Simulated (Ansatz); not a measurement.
## LiF: stiffness from a series of strains

```
CELL_PARAMETERS angstrom
0.00000 2.01400 2.01400
2.01400 0.00000 2.01400
2.01400 2.01400 0.00000
ATOMIC_POSITIONS crystal
Li 0.00000 0.00000 0.00000
F 0.50000 0.50000 0.50000
```

Atoms are numbered in the order listed.

The conventional cell has a = 4.028 Å, b = 4.028 Å, c = 4.028 Å, α = 90.00°, β = 90.00°, γ = 90.00°. Li (atom 1) is surrounded by 6 F at 2.01 Å. F (atom 2) has 6 Li at 2.01 Å as nearest neighbours.

The cell comes from COD entry 1010990, which wasn't checked; take it as a given geometry.

These are results of DFT, LDA, all-electron LAPW, scalar-relativistic in Ansatz 0.2.0, not measurements.

Sampling and basis: a Γ-centred 10×10×10 k mesh, Fermi–Dirac smearing of 0.03 eV, basis error target 1 meV/atom, no spin polarisation.

The strain is applied along the Cartesian axes of the cell as listed (γ is the engineering shear, twice εxy = εyz = εzx). Fractional coordinates are held (clamped ions).

σ is the change of stress from the unstrained cell, which is at -6.39 GPa; tension is positive, so slopes are stress–strain coefficients at that pressure.

Only quantities that a quadratic follows smoothly over the whole series are listed; rougher ones are left out.

| γ | σxy (GPa) |
| --- | --- |
| -0.0300 | -1.71 |
| -0.0200 | -1.17 |
| 0.0000 | 0.00 |
| 0.0100 | 0.62 |
| 0.0200 | 1.26 |
| 0.0300 | 1.93 |

Fit the series and read off the stiffness at zero strain.

Least-squares fits y = p0 + p1 x + p2 x² to the rows give σxy (GPa): p1 = 60.7, p2 = 120. So C44 (clamped ions) = 61 GPa.

One run, at γ = -0.0100, is withheld. Predict its row.

The fits give -0.60; the run gave -0.60.
